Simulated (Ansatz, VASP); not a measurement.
## One calculation of KF (Carobbiite), two programs

Contents of INCAR:

```
  ALGO = Normal
  EDIFF = 1E-6
  ENCUT = 520
  GGA = PS
  ISIF = 2
  ISMEAR = -1
  LASPH = True
  LCHARG = False
  LREAL = False
  LWAVE = False
  NBANDS = 15
  NELM = 60
  PREC = Accurate
  SIGMA = 0.05
```

KPOINTS

```
k-points
0
Gamma
  9 9 9
```

File POSCAR:

```
KF
1.0
    0.0000000000      2.7242525196      2.7242525196
    2.7242525196      0.0000000000      2.7242525196
    2.7242525196      2.7242525196      0.0000000000
K F
1 1
Direct
    0.0000000000      0.0000000000      0.0000000000
    0.5000000000      0.5000000000      0.5000000000
```

File input.yaml:

```yaml
crystal:
  lattice:
    - [0.0, 2.7242525196, 2.7242525196]
    - [2.7242525196, 0.0, 2.7242525196]
    - [2.7242525196, 2.7242525196, 0.0]
  atoms:
    - { symbol: K, position: [0.0, 0.0, 0.0] }
    - { symbol: F, position: [0.5, 0.5, 0.5] }
hamiltonian:
  xc: pbesol
  pseudopotentials: { kind: paw }
kpoints:
  mp_grid: { grid: [9, 9, 9] }
scf:
  occupations: { method: fermi_dirac, width: 0.05 }
output:
  forces: true
  stress: true
  eigenvalues: true
```

Alike in both runs: task single point; functional PBEsol; k mesh 9 × 9 × 9; occupations fermi-dirac, width 0.05 eV; no spin polarisation.

|  | VASP | Ansatz |
| --- | --- | --- |
| version | VASP 6.6.1 | Ansatz 0.2.0 |
| potentials or method | VASP PAW PBE potentials, release 64 (K_sv, F) | Ansatz PAW |
| plane-wave cutoff (eV) | 520 | 420 |
| valence electrons in the cell | 16 | 16 |

|  | VASP | Ansatz | Ansatz less VASP |
| --- | --- | --- | --- |
| gap on the k mesh at the Fermi level (eV) | 5.75 | 5.77 | +0.014 |
| least direct gap on the mesh (eV) | 5.75 | 5.77 | +0.014 |
| pressure (GPa) | -2.2 | -2.2 | 0.00 |

Caveats: the PAW data sets were made with another functional, which shifts forces and pressure a little (VASP); an odd mesh through Γ misses points on the zone boundary, where band edges often lie (VASP); odd divisions of the mesh miss points on the zone boundary, where band edges often lie, so the gap on the mesh can be too wide (Ansatz); the pressure holds a Pulay correction of +0.3 GPa for the finite cutoff (Ansatz); the PAW data sets come from PBE, with cores solved anew for the run's functional, which leaves a small shift of forces and pressure (Ansatz). PBEsol gaps usually lie below the measured ones, often by a third to a half.
